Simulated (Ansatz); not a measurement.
# Al2Cu: the cost of one run

Computed with Ansatz 0.2.0 (DFT PBEsol, scalar-relativistic, plane waves, PAW, unless a step's input says otherwise).

2 further runs of the same task are left out: 2 that didn't finish.

**1. The system as given**

Symmetry: I4/mmm, No. 139, tetragonal system. The conventional cell has a = 4.061 Å, b = 4.061 Å, c = 5.702 Å, α = 90.00°, β = 90.00°, γ = 90.00°. Al (site symmetry -4m2) has 4 Cu at 2.48 Å and 6 Al at 2.85 to 2.87 Å as nearest neighbours. Around Cu (site symmetry 4/mmm) lie 8 Al at 2.48 Å.

As a file:

```
Al Cu
1.0
    -2.03034    2.03034    2.85109
     2.03034   -2.03034    2.85109
     2.03034    2.03034   -2.85109
Al Cu
2 1
Cartesian
  0.0000 2.0303 1.4255
  2.0303 0.0000 1.4255
  0.0000 0.0000 2.8511
```

Source of the structure: the Materials Project (structure only).

(A quick probe on a coarse mesh, which set the mesh and smearing, is not shown.)

**3. Relaxing cell and atoms**

Input file input.yaml:

```yaml
crystal:
  lattice:
    - [-2.0303375, 2.0303375, 2.851094]
    - [2.0303375, -2.0303375, 2.851094]
    - [2.0303375, 2.0303375, -2.851094]
  atoms:
    - { symbol: Al, position: [0.75, 0.25, 0.5] }
    - { symbol: Al, position: [0.25, 0.75, 0.5] }
    - { symbol: Cu, position: [0.5, 0.5, 0.0] }
basis:
  ecutwfc: 420
kpoints:
  mp_grid: { grid: [14, 14, 14] }
hamiltonian:
  xc: pbesol
scf:
  occupations: { method: gaussian, width: 0.1 }
output:
  forces: true
  stress: true
  eigenvalues: true
relax:
  adjacent_minimum: "off"
  f_tol: 0.005
  max_steps: 80
  cell: { stress_tol: 0.05 }
```

On the command line:

```sh
> ansatz run input.yaml --threads 1 --pin off --max-ram 2560MiB --backend cpu --events-out ev --progress --plain --runs-dir out
```

**Question.** How long does this run take on 1 thread of Intel Xeon Platinum 8259CL at 2.50GHz (Skylake/Cascade Lake), shared host, and how much memory does it need?

About 43 s, with a peak of 0.54 GiB.
